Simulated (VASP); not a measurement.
# LiF in VASP 6.6.1, single-point calculation

INCAR

```
NELM = 88
LASPH = .TRUE.
ENCUT = 520
IBRION = -1
SIGMA = 0.4
NBANDS = 12
ALGO = Normal
PREC = Accurate
LCHARG = .FALSE.
METAGGA = R2SCAN
NSW = 0
EDIFF = 1E-7
LWAVE = .FALSE.
LREAL = .FALSE.
ISIF = 2
ISMEAR = 2
```

KPOINTS

```
KPOINTS created by Atomic Simulation Environment
0
Gamma
10 10 10
0 0 0
```

POSCAR

```
Li F
 1.0000000000000000
    -0.0741529270000000    2.0005136800000001    2.0005136800000001
     2.0005136800000001   -0.0741529270000000    2.0005136800000001
     2.0005136800000001    2.0005136800000001   -0.0741529270000000
 Li  F
   1   1
Cartesian
  0.0000000000000000  0.0000000000000000  0.0000000000000000
  1.9634372164999998  1.9634372164999996  1.9634372164999996
```

The recommended PBE PAW datasets give the neutral cell 10 valence electrons.

Command

```
mpirun -np 1 vasp_std
```

Question: How does this run end, and what does it give?

Answer: It converged. Results: gap between bands v and c on the k mesh 9.77 eV; least direct gap on the k mesh 9.77 eV; pressure -5.4 GPa. Band v is the last that the valence electrons fill when counted band by band, and c is the next.

OSZICAR

```
N       E                     dE             d eps       ncg     rms          rms(c)
DAV:   1     0.290269871445E+02    0.29027E+02   -0.55485E+03  2920   0.866E+02
DAV:   2    -0.137566445514E+02   -0.42784E+02   -0.41893E+02  3368   0.194E+02
DAV:   3    -0.149355845712E+02   -0.11789E+01   -0.11740E+01  3744   0.282E+01
DAV:   4    -0.149474582294E+02   -0.11874E-01   -0.11872E-01  3188   0.307E+00
DAV:   5    -0.149476100871E+02   -0.15186E-03   -0.15186E-03  3816   0.256E-01    0.389E+00
DAV:   6    -0.118660328827E+02    0.30816E+01   -0.70943E-01  2844   0.602E+00    0.150E+00
DAV:   7    -0.118689209097E+02   -0.28880E-02   -0.45660E-01  3376   0.469E+00    0.120E+00
DAV:   8    -0.119984100187E+02   -0.12949E+00   -0.10048E+00  3036   0.680E+00    0.256E+00
DAV:   9    -0.118699459021E+02    0.12846E+00   -0.65937E-01  2952   0.517E+00    0.912E-02
DAV:  10    -0.118692298206E+02    0.71608E-03   -0.54169E-03  3292   0.763E-01    0.105E-01
DAV:  11    -0.118692311916E+02   -0.13710E-05   -0.77185E-05  3204   0.911E-02    0.686E-02
DAV:  12    -0.118691634930E+02    0.67699E-04   -0.52742E-04  3180   0.150E-01    0.396E-03
DAV:  13    -0.118691640895E+02   -0.59654E-06   -0.42617E-06  3440   0.201E-02    0.166E-03
DAV:  14    -0.118691647592E+02   -0.66969E-06   -0.10121E-07  3508   0.293E-03    0.764E-04
DAV:  15    -0.118691644464E+02    0.31282E-06   -0.65151E-08  1708   0.188E-03    0.905E-05
DAV:  16    -0.118691643545E+02    0.91856E-07   -0.16686E-09  1536   0.387E-04
   1 F= -.11869164E+02 E0= -.11873278E+02  d E =0.164556E-01
```

Standard output (part)

```
POSCAR found type information on POSCAR LiF
 POSCAR found :  2 types and       2 ions
 LDA part: xc-table for (None), standard interpolation
 POSCAR, INCAR and KPOINTS ok, starting setup
 WAVECAR not read
 entering main loop
```

One setting is odd (smearing far too wide), but here it hardly changes the result.

On sound settings r²SCAN gives a gap of 9.75 eV on its mesh and a pressure of -5.2 GPa for the intended cell. This run's energy (σ→0) differs from it by 0 meV an atom.
